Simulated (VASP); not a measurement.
# TiAl (P-6m2) in VASP: equation of state

How stiff is TiAl in PBEsol, and what volume does it want? The cell is scaled to several volumes.

Everything below comes from runs of VASP 6.6.1. Logs are shortened: lines on timing, memory, paths and dates and some standing lists are left out, and cuts for length are marked.

### Step 1. The structure

Symmetry: P-6m2, No. 187, hexagonal system. The conventional cell has a = 2.867 Å, b = 2.867 Å, c = 4.678 Å, α = 90.00°, β = 90.00°, γ = 120.00°. Around Ti (site symmetry -6m2) lie 6 Al at 2.87 Å and 6 Ti at 2.87 Å. Al (site symmetry -6m2) has 6 Ti at 2.87 Å and 6 Al at 2.87 Å as nearest neighbours.

The cell comes from a database or a generator and needn't be the stable form of this composition.

### Step 2. Equation of state, PBEsol, 15.65 Å³/atom (volume scaled by 0.94)

The input, INCAR:

```
PREC = Accurate
ENCUT = 520
EDIFF = 1E-7
ISMEAR = -1
SIGMA = 0.05
LREAL = F
LASPH = T
NELM = 80
ALGO = Normal
ISIF = 2
LWAVE = F
LCHARG = F
GGA = PS
NBANDS = 14
```

The input, KPOINTS:

```
regular mesh
0
Gamma
  11 11 6
```

The input, POSCAR:

```
TiAl
1.0
    2.8087302532      0.0000000000      0.0000000000
   -1.4043651265      2.4324317516      0.0000000000
    0.0000000000      0.0000000000      4.5825851222
Ti Al
1 1
Direct
    0.0000000000      0.0000000000      0.0000000000
    0.3333333333      0.6666666667      0.5000000000
```

Potentials or basis: VASP PAW PBE potentials, release 64 (Ti_sv, Al).

The run is started by

```sh
> cat potpaw_PBE.64/Ti_sv/POTCAR potpaw_PBE.64/Al/POTCAR > POTCAR
> mpirun -np 1 vasp_std > vasp.out
```

OUTCAR:

```text
PREC = Accurate
   ENCUT = 520
   EDIFF = 1E-7
   ISMEAR = -1
   LREAL = F
   LASPH = T
   NELM = 80
   ISIF = 2
   GGA = PS

 Found     64 irreducible k-points:

 Following reciprocal coordinates:
            Coordinates               Weight
  0.000000  0.000000  0.000000      1.000000
  0.090909 -0.000000  0.000000      6.000000
  0.181818  0.000000  0.000000      6.000000
  0.272727  0.000000  0.000000      6.000000
  0.363636 -0.000000  0.000000      6.000000
  0.454545 -0.000000  0.000000      6.000000
   k-points           NKPTS =     64   k-points in BZ     NKDIM =     64   number of bands    NBANDS=     14
   number of dos      NEDOS =    301   number of ions     NIONS =      2
   total plane-waves  NPLWV =  20736
   dimension x,y,z NGX =    24 NGY =   24 NGZ =   36
   dimension x,y,z NGXF=    48 NGYF=   48 NGZF=   72
   ions per type =               1   1
   NGX,Y,Z   is equivalent  to a cutoff of  14.21, 14.21, 13.06 a.u.
   NGXF,Y,Z  is equivalent  to a cutoff of  28.41, 28.41, 26.12 a.u.
 SYSTEM =  unknown system
   PREC   = accura    normal or accurate (medium, high low for compatibility)
   ISTART =      0    job   : 0-new  1-cont  2-samecut
   ICHARG =      2    charge: 1-file 2-atom 10-const
   ISPIN  =      1    spin polarized calculation?
   LNONCOLLINEAR =      F non collinear calculations
   LSORBIT =      F    spin-orbit coupling
   LASPH  =      T    aspherical Exc in radial PAW
   ENCUT  =  520.0 eV  38.22 Ry    6.18 a.u.   5.22  5.22  8.52*2*pi/ulx,y,z
   NELM   =     80;   NELMIN=  2; NELMDL= -5     # of ELM steps
   EDIFF  = 0.1E-06   stopping-criterion for ELM
   LREAL  =      F    real-space projection
   EDIFFG = 0.1E-05   stopping-criterion for IOM
   NSW    =      0    number of steps for IOM
   IBRION =     -1    ionic relax: 0-MD 1-quasi-New 2-CG
   NFREE  =      0    steps in history (QN), initial steepest desc. (CG)
   ISIF   =      2    stress and relaxation
   ISYM   =      2    0-nonsym 1-usesym 2-fastsym
   POTIM  = 0.5000    time-step for ionic-motion
   TEBEG  =    0.0;   TEEND  =   0.0 temperature during run
   PSTRESS=    0.0 pullay stress
   NELECT =      15.0000    total number of electrons
   NUPDOWN=      -1.0000    fix difference up-down
   EMIN   =  10.00;   EMAX   =-10.00  energy-range for DOS
   EFERMI =   0.00;   METHOD = LEGACY
   ISMEAR =    -1;   SIGMA  =   0.05  broadening in eV -4-tet -1-fermi 0-gaus
   EFERMI_NEDOS =   21; number of points for ismear=-14 and -15
   IALGO  =     38    algorithm
   IMIX   =      4    mixing-type and parameters
     AMIX     =   0.40;   BMIX     =  1.00
     AMIX_MAG =   1.60;   BMIX_MAG =  1.00
  volume/ion in A,a.u.               =      15.65       105.64
  Fermi-wavevector in a.u.,A,eV,Ry     =   1.281007  2.420752 22.326874  1.640979
  Thomas-Fermi vector in A             =   2.413402
   LORBIT       =      0    0 simple, 1 ext, 2 COOP (PROOUT), +10 PAW based schemes
   GGA     = PS    functional components
   LHFCALC =     F    Hartree Fock is set to
   AEXX    =    0.0000 exact exchange contribution
   IVDW    =     0    specifies the selected vdW correction
   LEPSILON=     F    determine dielectric tensor
   LRPA    =     F    only Hartree local field effects (RPA)
 non-spin polarized calculation
  energy-cutoff  :      520.00
  volume of cell :       31.31
 maximum number of plane-waves:       854
 NGX is ok and might be reduce to    24
   NGX = 11   NGY = 11   NGZ = 17

 number of electron      15.0000003 magnetization

 Free energy of the ion-electron system (eV)
  ---------------------------------------------------
  ext. energy  EPLUGINS =         0.00000000
  ---------------------------------------------------
  free energy    TOTEN  =       -12.92503575 eV

  energy without entropy =      -12.90305345  energy(sigma->0) =      -12.91404460

 E-fermi :   8.3986     XC(G=0): -11.2990

 val. band max:        8.3985981392   @ k =   0.1818   0.0000   0.5000
 cond. band min:       8.4032349984   @ k =   0.3636   0.2727   0.3333
 fundamental gap:      0.0046368592
 Fermi energy:         8.3986151778

 k-point     1 :       0.0000    0.0000    0.0000
  band No.  band energies     occupation
      1     -47.7397      2.00000
      2     -24.1731      2.00000
      3     -23.6788      2.00000
      4     -23.6788      2.00000
      5      -0.7999      2.00000
      6       6.0365      2.00000
      7       6.5681      2.00000
      8       9.7639      0.00000
      9       9.7639      0.00000
     10      11.3866      0.00000
     11      11.3866      0.00000
     12      12.6263      0.00000
     13      21.7614      0.00000
     14      21.7614      0.00000

 k-point     2 :       0.0909   -0.0000    0.0000
  band No.  band energies     occupation
      1     -47.7300      2.00000
      2     -24.1637      2.00000
      3     -23.7372      2.00000
      4     -23.6919      2.00000
      5      -0.5853      2.00000
      6       6.2718      2.00000
      7       6.5835      2.00000
      8       9.5523      0.00000
      9       9.9455      0.00000
     10      11.3238      0.00000
     11      11.4332      0.00000
     12      12.6778      0.00000
     13      19.2770      0.00000
     14      20.4574      0.00000

 k-point     3 :       0.1818    0.0000    0.0000
  band No.  band energies     occupation
      1     -47.7038      2.00000
      2     -24.1383      2.00000
      3     -23.8919      2.00000
      4     -23.7267      2.00000
      5       0.0483      2.00000
      6       6.6229      2.00000
      7       6.8775      2.00000
      8       9.0668      0.00000
      9      10.4609      0.00000
     10      11.1591      0.00000
     11      11.5904      0.00000
     12      12.7956      0.00000
     13      16.2583      0.00000
     14      19.0774      0.00000

 k-point     4 :       0.2727    0.0000    0.0000
  band No.  band energies     occupation
      1     -47.6693      2.00000
      2     -24.1049      2.00000
      3     -24.0907      2.00000
      4     -23.7720      2.00000
      5       1.0727      2.00000
      6       6.6704      2.00000
      7       7.3836      2.00000
      8       8.6751      0.00790
      9      10.9514      0.00000
     10      11.2162      0.00000
     11      11.8870      0.00000
     12      12.7392      0.00000
     13      14.0522      0.00000
     14      17.9834      0.00000

 k-point     5 :       0.3636   -0.0000    0.0000
  band No.  band energies     occupation
      1     -47.6373      2.00000
      2     -24.2699      2.00000
      3     -24.0741      2.00000
      4     -23.8133      2.00000
      5       2.4425      2.00000
      6       6.7103      2.00000
      7       7.1756      2.00000
      8       8.1266      1.99136
      9      10.7678      0.00000
     10      12.0313      0.00000
     11      12.3016      0.00000
     12      12.3674      0.00000
     13      13.7161      0.00000
     14      17.1814      0.00000

 k-point     6 :       0.4545   -0.0000    0.0000
  band No.  band energies     occupation
      1     -47.6182      2.00000
      2     -24.3748      2.00000
      3     -24.0558      2.00000
      4     -23.8376      2.00000
      5       4.0382      2.00000
      6       6.1171      2.00000
      7       6.7327      2.00000
      8       7.3895      2.00000
      9      10.6618      0.00000
     10      12.6072      0.00000
     11      12.6674      0.00000
     12      12.7251      0.00000
     13      14.0383      0.00000
     14      16.7181      0.00000

 [... further k-points ...]

------------------------ aborting loop because EDIFF is reached ----------------------------------------

  FORCE on cell =-STRESS in cart. coord.  units (eV):
  Direction    XX          YY          ZZ          XY          YZ          ZX
  --------------------------------------------------------------------------------------
  -------------------------------------------------------------------------------------
  Total        0.8319780      0.8319780      0.7736707      0.0000000      0.0000000     -0.0000000
  in kB       42.5756410     42.5756410     39.5918234      0.0000000      0.0000000     -0.0000000
  external PRESSURE =      41.5810351 kB  Pullay stress =       0.0000000 kB

 VOLUME and BASIS-vectors are now :
 -----------------------------------------------------------------------------
  energy-cutoff  :      520.00
  volume of cell :       31.31
      direct lattice vectors                 reciprocal lattice vectors
     2.808730253  0.000000000  0.000000000     0.356032766  0.205555613  0.000000000
    -1.404365126  2.432431752  0.000000000     0.000000000  0.411111226  0.000000000
     0.000000000  0.000000000  4.582585122     0.000000000  0.000000000  0.218217441

 POSITION                                       TOTAL-FORCE (eV/Angst)
 -----------------------------------------------------------------------------------
      0.00000      0.00000      0.00000         0.000000     -0.000000      0.000000
     -0.00000      1.62162      2.29129        -0.000000      0.000000      0.000000
 -----------------------------------------------------------------------------------
    total drift:                                0.000000     -0.000000      0.000000

  FREE ENERGIE OF THE ION-ELECTRON SYSTEM (eV)
  ---------------------------------------------------
  free  energy   TOTEN  =       -12.9250357521 eV

  energy  without entropy=      -12.9030534539  energy(sigma->0) =      -12.91404460
```

It took 27 s on 1 thread of Intel Xeon Platinum 8259CL at 2.50GHz (Skylake/Cascade Lake), shared host; peak memory 0.17 GiB.

What came out:

```yaml
Free_energy: -12.9250 eV
Pressure: 4.2 GPa
Band_gap_on_the_k_mesh: none (metal or under the smearing width)
```

Caveat: the PAW data sets were made with another functional, which shifts forces and pressure a little.

### Step 3. Equation of state, PBEsol, 15.99 Å³/atom (volume scaled by 0.96)

INCAR is that of step 2.

KPOINTS is that of step 2.

The input, POSCAR:

```
TiAl
1.0
    2.8285106954      0.0000000000      0.0000000000
   -1.4142553477      2.4495621171      0.0000000000
    0.0000000000      0.0000000000      4.6148579117
Ti Al
1 1
Direct
    0.0000000000      0.0000000000      0.0000000000
    0.3333333333      0.6666666667      0.5000000000
```

Potentials or basis: VASP PAW PBE potentials, release 64 (Ti_sv, Al).

The run is started by

```sh
> cat potpaw_PBE.64/Ti_sv/POTCAR potpaw_PBE.64/Al/POTCAR > POTCAR
> mpirun -np 1 vasp_std > vasp.out
```

Wall time 24 s (1 thread of Intel Xeon Platinum 8259CL at 2.50GHz (Skylake/Cascade Lake), shared host); peak memory 0.17 GiB.

It converged, with:

```
Free energy            : -12.9371 eV
Pressure               : 1.6 GPa
Band gap on the k mesh : none (metal or under the smearing width)
```

Caveat: the PAW data sets were made with another functional, which shifts forces and pressure a little.

### Step 4. Equation of state, PBEsol, 16.32 Å³/atom (volume scaled by 0.98)

INCAR is that of step 3.

KPOINTS is that of step 3.

The input, POSCAR:

```
TiAl
1.0
    2.8480182822      0.0000000000      0.0000000000
   -1.4240091410      2.4664561828      0.0000000000
    0.0000000000      0.0000000000      4.6466855238
Ti Al
1 1
Direct
    0.0000000000      0.0000000000      0.0000000000
    0.3333333333      0.6666666667      0.5000000000
```

The run is started by

```sh
> cat potpaw_PBE.64/Ti_sv/POTCAR potpaw_PBE.64/Al/POTCAR > POTCAR
> mpirun -np 1 vasp_std > vasp.out
```

Wall time 26 s (1 thread of Intel Xeon Platinum 8259CL at 2.50GHz (Skylake/Cascade Lake), shared host); peak memory 0.17 GiB.

It converged, with:

```yaml
Free_energy: -12.9389 eV
Pressure: -0.7 GPa
Band_gap_on_the_k_mesh: none (metal or under the smearing width)
```

Caveat: the PAW data sets were made with another functional, which shifts forces and pressure a little.

### Step 5. Equation of state, PBEsol, 16.99 Å³/atom (volume scaled by 1.02)

INCAR is that of step 4.

KPOINTS is that of step 4.

The input, POSCAR:

```
TiAl
1.0
    2.8862512777      0.0000000000      0.0000000000
   -1.4431256388      2.4995669282      0.0000000000
    0.0000000000      0.0000000000      4.7090645850
Ti Al
1 1
Direct
    0.0000000000      0.0000000000      0.0000000000
    0.3333333333      0.6666666667      0.5000000000
```

The run is started by

```sh
> cat potpaw_PBE.64/Ti_sv/POTCAR potpaw_PBE.64/Al/POTCAR > POTCAR
> mpirun -np 1 vasp_std > vasp.out
```

It took 28 s on 1 thread of Intel Xeon Platinum 8259CL at 2.50GHz (Skylake/Cascade Lake), shared host; peak memory 0.17 GiB.

The run converged. Its results:

* Free energy: -12.9158 eV
* Pressure: -4.8 GPa
* Band gap on the k mesh: none (metal or under the smearing width)

Caveat: the PAW data sets were made with another functional, which shifts forces and pressure a little.

### Step 6. Equation of state, PBEsol, 17.32 Å³/atom (volume scaled by 1.04)

INCAR is that of step 5.

KPOINTS is that of step 5.

The input, POSCAR:

```
TiAl
1.0
    2.9049936943      0.0000000000      0.0000000000
   -1.4524968471      2.5157983370      0.0000000000
    0.0000000000      0.0000000000      4.7396437833
Ti Al
1 1
Direct
    0.0000000000      0.0000000000      0.0000000000
    0.3333333333      0.6666666667      0.5000000000
```

Potentials or basis: VASP PAW PBE potentials, release 64 (Ti_sv, Al).

The run is started by

```sh
> cat potpaw_PBE.64/Ti_sv/POTCAR potpaw_PBE.64/Al/POTCAR > POTCAR
> mpirun -np 1 vasp_std > vasp.out
```

Wall time 27 s (1 thread of Intel Xeon Platinum 8259CL at 2.50GHz (Skylake/Cascade Lake), shared host); peak memory 0.17 GiB.

The run converged. Its results:

```yaml
Free_energy: -12.8925 eV
Pressure: -6.5 GPa
Band_gap_on_the_k_mesh: none (metal or under the smearing width)
```

Caveat: the PAW data sets were made with another functional, which shifts forces and pressure a little.

### Step 7. Equation of state, PBEsol, 17.65 Å³/atom (volume scaled by 1.06)

INCAR is that of step 6.

KPOINTS is that of step 6.

The input, POSCAR:

```
TiAl
1.0
    2.9234973377      0.0000000000      0.0000000000
   -1.4617486688      2.5318229623      0.0000000000
    0.0000000000      0.0000000000      4.7698334112
Ti Al
1 1
Direct
    0.0000000000      0.0000000000      0.0000000000
    0.3333333333      0.6666666667      0.5000000000
```

The run is started by

```sh
> cat potpaw_PBE.64/Ti_sv/POTCAR potpaw_PBE.64/Al/POTCAR > POTCAR
> mpirun -np 1 vasp_std > vasp.out
```

Wall time 23 s (1 thread of Intel Xeon Platinum 8259CL at 2.50GHz (Skylake/Cascade Lake), shared host); peak memory 0.17 GiB.

Results (log left out):

```
Free energy            : -12.8622 eV
Pressure               : -8.1 GPa
Band gap on the k mesh : none (metal or under the smearing width)
```

Caveat: the PAW data sets were made with another functional, which shifts forces and pressure a little.

### Step 8. Equation of state, PBEsol

Potentials or basis: VASP PAW PBE potentials, release 64 (Ti_sv, Al).

No new run: the results of the series are fitted here.

Results:

* Equilibrium volume: 16.22 Å³/atom
* Bulk modulus at fixed shape and positions: 111 GPa
* Pressure derivative of the bulk modulus: 3.8

Energy against volume, from the lowest point:
```tsv
volume (Å³/atom)	energy (meV/atom)
15.654	6.95
15.987	0.93
16.320	0.00
16.653	3.69
16.986	11.57
17.320	23.23
17.653	38.35
```

Caveat: the cell was scaled at fixed shape and fractional positions, which overstates the stiffness of a crystal with free parameters, most of all of layers and chains; the PAW data sets were made with another functional, which shifts forces and pressure a little.
